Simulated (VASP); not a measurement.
SrCl2: single point with PBE

The system is SrCl2.

```
Sr Cl
1.0
     4.40725    0.00000    0.00000
    -2.20362    3.81679    0.00000
     0.00000    0.00000    5.77178
Sr Cl
1 2
Direct
  0.00000 0.00000 0.00000
  0.33333 0.66667 0.24289
  0.66667 0.33333 0.75711
```

The cell was built by a generator and needn't be a form met in nature.

The cell isn't the ideal one: uniaxial_z strain +3.1%.

```json
{
 "Program": "VASP 6.6.1",
 "Task": "single point",
 "Functional": "PBE",
 "Potentials or basis": "VASP PAW PBE potentials, release 64 (Sr_sv, Cl)",
 "Cutoff": "520 eV",
 "k mesh": "6 × 6 × 6",
 "Occupations": "fermi-dirac, width 0.02 eV",
 "Spin": "no spin polarisation",
 "Dipole correction": "no",
 "Further INCAR settings": "ALGO = Fast; EDIFF = 1e-06; NBANDS = 19"
}
```

* Pressure: 1.0 GPa
* Largest force: 0.025 eV/Å
* Band gap on the k mesh: 5.20 eV, direct

Forces on the atoms (eV/Å):
```
Sr   0.000  0.000  0.000
Cl   0.000  0.000  0.025
Cl   0.000  0.000 -0.025
```

Stress tensor (GPa, compression positive):
```
1.00 0.00 0.00
0.00 1.00 0.00
0.00 0.00 0.87
```

Levels at points of the mesh, in eV from the valence-band top:
| k point | band 9 | band 10 | band 11 | band 12 | band 13 | band 14 | band 15 | band 16 |
| --- | --- | --- | --- | --- | --- | --- | --- | --- |
| (0.00, 0.00, 0.00) | -1.35 | -0.41 | -0.41 | 0.00 | 5.20 | 6.72 | 6.72 | 7.46 |
| (0.50, 0.00, 0.00) | -0.95 | -0.91 | -0.85 | -0.74 | 5.58 | 7.08 | 8.10 | 8.20 |
| (0.00, 0.00, 0.50) | -1.26 | -0.83 | -0.54 | -0.54 | 6.52 | 6.52 | 6.57 | 7.20 |
| (0.50, 0.00, 0.50) | -1.13 | -0.72 | -0.55 | -0.29 | 6.12 | 7.56 | 7.88 | 8.10 |

It took 67 s on 1 thread of Intel(R) Xeon(R) Platinum 8259CL CPU @ 2.50GHz (Skylake/Cascade Lake), with other jobs on the host, peak memory 0.26 GiB.

A k mesh can miss the band edges.
